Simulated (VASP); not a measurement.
# SiC (P6_3mc) in VASP: phonons with PBE

Aim: the phonons of SiC with PBE.

Everything below comes from runs of VASP 6.6.1. Logs are shortened: lines on timing, memory, paths and dates and some standing lists are left out, and cuts for length are marked.

**1. Starting point**

Symmetry: P6_3mc, No. 186, hexagonal system. Conventional cell: a = 3.093 Å, b = 3.093 Å, c = 10.127 Å, α = 90.00°, β = 90.00°, γ = 120.00°. Si (site symmetry 3m) is surrounded by 4 C at 1.90 Å. Around Si (site symmetry 3m) lie 4 C at 1.89 to 1.90 Å. Around C (site symmetry 3m) lie 4 Si at 1.89 to 1.90 Å. Around C (site symmetry 3m) lie 4 Si at 1.90 Å.

The cell is a database's computed one.

**2. Phonons, PBE**

POSCAR reads:

```
SiC
1.0
    3.0931911696     -0.0000000000     -0.0000000000
   -1.5465955798      2.6787821335      0.0000000000
   -0.0000000000      0.0000000000     10.1265812101
  Si              C
     4     4
Direct
     0.6666666699999979    0.3333333300000021    0.9378461793464683
     0.3333333300000021    0.6666666699999979    0.4378461793464683
     0.0000000000000000    0.0000000000000000    0.6878980636266611
     0.0000000000000000    1.0000000000000000    0.1878980636266611
     0.6666666699999979    0.3333333300000021    0.7498074223887478
     0.3333333300000021    0.6666666699999979    0.2498074223887478
     0.0000000000000000    0.0000000000000000    0.5004473346381301
     0.0000000000000000    0.0000000000000000    0.0004473346381300
```

INCAR.step1 reads:

```
SYSTEM = SiC
PREC = Accurate
ENCUT = 600
EDIFF = 1E-8
ISMEAR = 0
SIGMA = 0.03
LREAL = .FALSE.
LASPH = .TRUE.
NELM = 80
ALGO = Normal
ISIF = 3
LWAVE = .FALSE.
LCHARG = .FALSE.
GGA = PE
KPAR = 2
IBRION = 2
NSW = 40
EDIFFG = -0.002
```

INCAR.step2 reads:

```
SYSTEM = SiC
PREC = Accurate
ENCUT = 600
EDIFF = 1E-8
ISMEAR = 0
SIGMA = 0.03
LREAL = .FALSE.
LASPH = .TRUE.
NELM = 80
ALGO = Normal
ISIF = 2
LWAVE = .FALSE.
LCHARG = .FALSE.
GGA = PE
KPAR = 2
IBRION = 6
NFREE = 2
POTIM = 0.015
NSW = 1
LEPSILON = .TRUE.
```

KPOINTS reads:

```
Automatic mesh
0
G
  15 15 4
  0 0 0
```

Potentials or basis: VASP PAW PBE potentials, release 64 (Si, C).

Started as:

```bash
$ cat potpaw_PBE.64/Si/POTCAR potpaw_PBE.64/C/POTCAR > POTCAR
$ cp INCAR.step1 INCAR
$ mpirun -np 2 vasp_std > vasp.out
$ cp CONTCAR POSCAR
$ cp INCAR.step2 INCAR
$ mpirun -np 2 vasp_std > vasp.out
```

OUTCAR:

```text
SYSTEM = SiC
   PREC = Accurate
   ENCUT = 600
   EDIFF = 1E-8
   ISMEAR = 0
   LREAL = .FALSE.
   LASPH = .TRUE.
   NELM = 80
   ISIF = 2
   GGA = PE
   IBRION = 6
   NFREE = 2
   POTIM = 0.015
   NSW = 1
   LEPSILON = .TRUE.

 ion  position               nearest neighbor table
   1  0.667  0.333  0.938-   8 1.90   8 1.90   8 1.90   5 1.90   3 3.10   3 3.10   3 3.10   4 3.10
                             4 3.10   4 3.10
   2  0.333  0.667  0.438-   7 1.90   7 1.90   7 1.90   6 1.90   4 3.10   4 3.10   4 3.10   3 3.10
                             3 3.10   3 3.10
   3  0.000  0.000  0.688-   5 1.89   5 1.89   5 1.89   7 1.90   1 3.10   1 3.10   1 3.10   2 3.10
                             2 3.10   2 3.10
   4  0.000  0.000  0.188-   6 1.89   6 1.89   6 1.89   8 1.90   2 3.10   2 3.10   2 3.10   1 3.10
                             1 3.10   1 3.10
   5  0.667  0.333  0.750-   3 1.89   3 1.89   3 1.89   1 1.90
   6  0.333  0.667  0.250-   4 1.89   4 1.89   4 1.89   2 1.90
   7  0.000  0.000  0.500-   2 1.90   2 1.90   2 1.90   3 1.90
   8  0.000  0.000  0.000-   1 1.90   1 1.90   1 1.90   4 1.90

  LATTYP: Found a hexagonal cell.
 ALAT       =     3.0931911696
 C/A-ratio  =     3.2738297295

  Lattice vectors:

 A1 = (   3.0931911696,   0.0000000000,   0.0000000000)
 A2 = (  -1.5465955798,   2.6787821335,   0.0000000000)
 A3 = (   0.0000000000,   0.0000000000,  10.1265812101)

Analysis of symmetry for initial positions (statically):
=====================================================================
 Subroutine PRICEL returns:
 Original cell was already a primitive cell.

 Routine SETGRP: Setting up the symmetry group for a
 hexagonal supercell.

 Subroutine GETGRP returns: Found 12 space group operations
 (whereof  6 operations were pure point group operations)
 out of a pool of 24 trial point group operations.

The static configuration has the point symmetry C_3v.
 The point group associated with its full space group is C_6v.

Analysis of symmetry for dynamics (positions and initial velocities):
=====================================================================
 Subroutine PRICEL returns:
 Original cell was already a primitive cell.

 Routine SETGRP: Setting up the symmetry group for a
 hexagonal supercell.

 Subroutine GETGRP returns: Found 12 space group operations
 (whereof  6 operations were pure point group operations)
 out of a pool of 24 trial point group operations.

The dynamic configuration has the point symmetry C_3v.
 The point group associated with its full space group is C_6v.

 Subroutine INISYM returns: Found 12 space group operations
 (whereof  6 operations are pure point group operations),
 and found     1 'primitive' translations

----------------------------------------------------------------------------------------

                                     Primitive cell

  volume of cell :      83.9087

  direct lattice vectors                    reciprocal lattice vectors
     3.093191170  0.000000000  0.000000000     0.323290720  0.186651983  0.000000000
    -1.546595580  2.678782133  0.000000000     0.000000000  0.373303968  0.000000000
     0.000000000  0.000000000 10.126581210     0.000000000  0.000000000  0.098750010

  length of vectors
     3.093191170  3.093191169 10.126581210     0.373303968  0.373303968  0.098750010

  position of ions in fractional coordinates (direct lattice)
     0.666666670  0.333333330  0.937846179
     0.333333330  0.666666670  0.437846179
     0.000000000  0.000000000  0.687898064
     0.000000000  0.000000000  0.187898064
     0.666666670  0.333333330  0.749807422
     0.333333330  0.666666670  0.249807422
     0.000000000  0.000000000  0.500447335
     0.000000000  0.000000000  0.000447335

  ion indices of the primitive-cell ions
   primitive index   ion index
[... 199 lines left out ...]
  x     0.00000     0.00000    -0.00000     0.00000    -0.00000    -0.57942
  y    -0.00000     0.00000     0.00000     0.00000    -0.57942    -0.00000
  z    -0.51889    -0.51889     0.97456    -0.00000    -0.00000     0.00000

 BORN EFFECTIVE CHARGES (including local field effects) (in |e|, cummulative output)
 ---------------------------------------------------------------------------------
 ion    1
    1     2.66003     0.00000     0.00000
    2     0.00000     2.66003     0.00000
    3    -0.00000     0.00000     2.61932
 ion    2
    1     2.66003     0.00000    -0.00000
    2     0.00000     2.66003     0.00000
    3     0.00000    -0.00000     2.61932
 ion    3
    1     2.66731     0.00000     0.00000
    2     0.00000     2.66731     0.00000
    3     0.00000    -0.00000     2.89850
 ion    4
    1     2.66731     0.00000    -0.00000
    2     0.00000     2.66731     0.00000
    3    -0.00000     0.00000     2.89850
 ion    5
[... 94 lines left out ...]
  FREE ENERGIE OF THE ION-ELECTRON SYSTEM (eV)
  ---------------------------------------------------
  free  energy   TOTEN  =       -60.2523335684 eV

  energy  without entropy=      -60.2523335684  energy(sigma->0) =      -60.25233357

[... ionic steps 4 to 14 ...]

--------------------------------------- Ionic step       15  -------------------------------------------

 number of electron      32.0000000 magnetization

------------------------ aborting loop because EDIFF is reached ----------------------------------------
[... 79 lines left out ...]
--------------------------------------- Ionic step       17  -------------------------------------------

 number of electron      32.0000000 magnetization

 Free energy of the ion-electron system (eV)
  ---------------------------------------------------
  ext. energy  EPLUGINS =         0.00000000
  ---------------------------------------------------
  free energy    TOTEN  =       -60.25159229 eV

  energy without entropy =      -60.25159229  energy(sigma->0) =      -60.25159229

 E-fermi :   8.1609     XC(G=0): -11.2934

 val. band max:        8.0124178012   @ k =   0.0000   0.0000   0.0000
 cond. band min:      10.2818545592   @ k =   0.4667  -0.0000   0.0000
 fundamental gap:      2.2694367580
 Fermi energy:         8.1608629109

 k-point     1 :       0.0000    0.0000    0.0000
  band No.  band energies     occupation
      1      -7.3529      2.00000
      2      -6.1990      2.00000
      3      -6.1438      2.00000
      4      -3.8426      2.00000
      5      -0.4994      2.00000
      6       3.6804      2.00000
[... 565 lines left out ...]
     20      13.9715      0.00000
     21      14.4975      0.00000

 [... further k-points ...]
[... 5 lines left out ...]
  --------------------------------------------------------------------------------------
  -------------------------------------------------------------------------------------
  Total        0.0676001      0.0676001     -0.1204221      0.0000000      0.0000000      0.0000000
  in kB        1.2907754      1.2907754     -2.2993757      0.0000000      0.0000000      0.0000000
  external PRESSURE =       0.0940584 kB  Pullay stress =       0.0000000 kB
[... 23 lines left out ...]
  FREE ENERGIE OF THE ION-ELECTRON SYSTEM (eV)
  ---------------------------------------------------
  free  energy   TOTEN  =       -60.2515922913 eV

  energy  without entropy=      -60.2515922913  energy(sigma->0) =      -60.25159229

 INTERNAL STRAIN TENSORS FROM DISPLACED ATOMS
 ============================================

 INTERNAL STRAIN TENSOR FOR ION    1 for displacements in x,y,z  (eV/Angst):
          X           Y           Z          XY          YZ          ZX
  --------------------------------------------------------------------------------
  x    -0.00000     0.00000     0.00000    -6.91999     0.00000     4.67545
  y    -6.91999     6.91999     0.00000     0.00000     4.67545     0.00000
  z     4.44318     4.44318    -7.97557     0.00000     0.00000     0.00000

 INTERNAL STRAIN TENSOR FOR ION    8 for displacements in x,y,z  (eV/Angst):
          X           Y           Z          XY          YZ          ZX
  --------------------------------------------------------------------------------
  x     0.00000    -0.00000    -0.00000     6.47792    -0.00000    -4.54727
  y     6.47792    -6.47792     0.00000    -0.00000    -4.54727    -0.00000
  z    -4.24201    -4.24201     8.46789    -0.00000    -0.00000    -0.00000

 Eigenvectors and eigenvalues of the dynamical matrix
 ----------------------------------------------------

   1 f  =   26.822311 THz   168.529548 2PiTHz  894.695979 cm-1   110.928114 meV
             X         Y         Z           dx          dy          dz
      1.546596  0.892927  9.497175     0.000000   -0.000000   -0.190598
     -0.000000  1.785855  4.433885     0.000000    0.000000    0.190598
      0.000000  0.000000  6.966056     0.000000    0.000000    0.288554
      0.000000  0.000000  1.902765     0.000000    0.000000   -0.288554
      1.546596  0.892927  7.592986    -0.000000    0.000000   -0.166609
     -0.000000  1.785855  2.529695    -0.000000   -0.000000    0.166609
      0.000000  0.000000  5.067821    -0.000000   -0.000000   -0.593844
      0.000000  0.000000  0.004530    -0.000000    0.000000    0.593844
[... 243 lines left out ...]
  24 f/i=    0.001108 THz     0.006963 2PiTHz    0.036968 cm-1     0.004583 meV
             X         Y         Z           dx          dy          dz
      1.546596  0.892927  9.497175     0.247053    0.337712    0.000000
     -0.000000  1.785855  4.433885     0.247053    0.337712    0.000000
      0.000000  0.000000  6.966056     0.247081    0.337749    0.000000
      0.000000  0.000000  1.902765     0.247081    0.337749    0.000000
      1.546596  0.892927  7.592986     0.161601    0.220902    0.000000
     -0.000000  1.785855  2.529695     0.161601    0.220902    0.000000
      0.000000  0.000000  5.067821     0.161565    0.220853    0.000000
      0.000000  0.000000  0.004530     0.161565    0.220853    0.000000

--------------------------------------------------------------------------------------------------------

 MACROSCOPIC STATIC DIELECTRIC TENSOR IONIC CONTRIBUTION
 ------------------------------------------------------
           3.272929     0.000000     0.000000
           0.000000     3.272929     0.000000
           0.000000     0.000000     3.653287
 ------------------------------------------------------

 ELASTIC MODULI CONTR FROM IONIC RELAXATION (kBar)
 Direction    XX          YY          ZZ          XY          YZ          ZX
 --------------------------------------------------------------------------------
 XX        -417.4467    241.4073    171.4117     -0.0000     -0.0000     -0.0000
 YY         241.4073   -417.4467    171.4117     -0.0000      0.0000      0.0000
 ZZ         171.4117    171.4117   -334.8926      0.0000      0.0000      0.0000
 XY          -0.0000     -0.0000      0.0000   -329.4270     -0.0000      0.0000
 YZ          -0.0000      0.0000      0.0000     -0.0000   -102.0472     -0.0000
 ZX          -0.0000      0.0000      0.0000      0.0000     -0.0000   -102.0472
 --------------------------------------------------------------------------------

 PIEZOELECTRIC TENSOR IONIC CONTR  for field in x, y, z        (C/m^2)
          XX          YY          ZZ          XY          YZ          ZX
  --------------------------------------------------------------------------------
  x     0.00000    -0.00000    -0.00000    -0.00000     0.00000     0.54218
  y     0.00000    -0.00000    -0.00000     0.00000     0.54218     0.00000
  z     0.53242     0.53242    -1.03921     0.00000     0.00000     0.00000
```

It took 35 min on 2 MPI ranks of Intel Xeon 6975P-C (Granite Rapids), shared host; peak memory 1.3 GiB.

Results:

- Electronic dielectric tensor (diagonal): 7.02, 7.02, 7.32
- Born charges (mean of the diagonal): Si +2.65, +2.74; C -2.70, -2.69 e
- Highest phonon frequency at Γ, LO-TO splitting left out: 895 cm⁻¹

Phonon frequencies in cm⁻¹ (negative: imaginary):
```
              q point                                                                                frequencies
(0.000, 0.000, 0.000)  0 0 0 191 191 198 198 258 258 391 398 592 748 748 757 757 763 765 765 778 778 815 886 895
```

Electronic dielectric tensor:
```
7.02 0.00 0.00
0.00 7.02 0.00
0.00 0.00 7.32
```

Born effective charge tensors (e):
atom 1, Si
```
2.66 0.00 0.00
0.00 2.66 0.00
0.00 0.00 2.62
```
atom 2, Si
```
2.66 0.00 0.00
0.00 2.66 0.00
0.00 0.00 2.62
```
atom 3, Si
```
2.67 0.00 0.00
0.00 2.67 0.00
0.00 0.00 2.90
```
atom 4, Si
```
2.67 0.00 0.00
0.00 2.67 0.00
0.00 0.00 2.90
```
atom 5, C
```
-2.69  0.00  0.00
 0.00 -2.69  0.00
 0.00  0.00 -2.72
```
atom 6, C
```
-2.69  0.00  0.00
 0.00 -2.69  0.00
 0.00  0.00 -2.72
```
atom 7, C
```
-2.64  0.00  0.00
 0.00 -2.64  0.00
 0.00  0.00 -2.79
```
atom 8, C
```
-2.64  0.00  0.00
 0.00 -2.64  0.00
 0.00  0.00 -2.79
```
